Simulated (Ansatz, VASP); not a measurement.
**Be in VASP and in Ansatz**

```
Be
1.0
    -1.26765    1.26765    1.26765
     1.26765   -1.26765    1.26765
     1.26765    1.26765   -1.26765
Be
1
Cartesian
  0.0000 0.0000 0.0000
```

Alike in both runs: task single point; functional BLYP; k mesh 20 × 20 × 20; occupations fermi-dirac, width 0.1 eV; no spin polarisation.

```csv
,VASP,Ansatz
version,VASP 6.6.1,Ansatz 0.2.0
potentials or method,"VASP PAW PBE potentials, release 64 (Be)","plane waves (420 eV) with PAW, scalar-relativistic"
plane-wave cutoff (eV),520,420
valence electrons in the cell,2,2
```

|  | VASP | Ansatz | Ansatz less VASP |
| --- | --- | --- | --- |
| pressure (GPa) | -4.4 | -4.5 | -0.09 |

The functional is the same, so the differences come from potentials, cutoffs and numerics.

Caveats: the PAW data sets were made with another functional, which shifts forces and pressure a little (VASP).
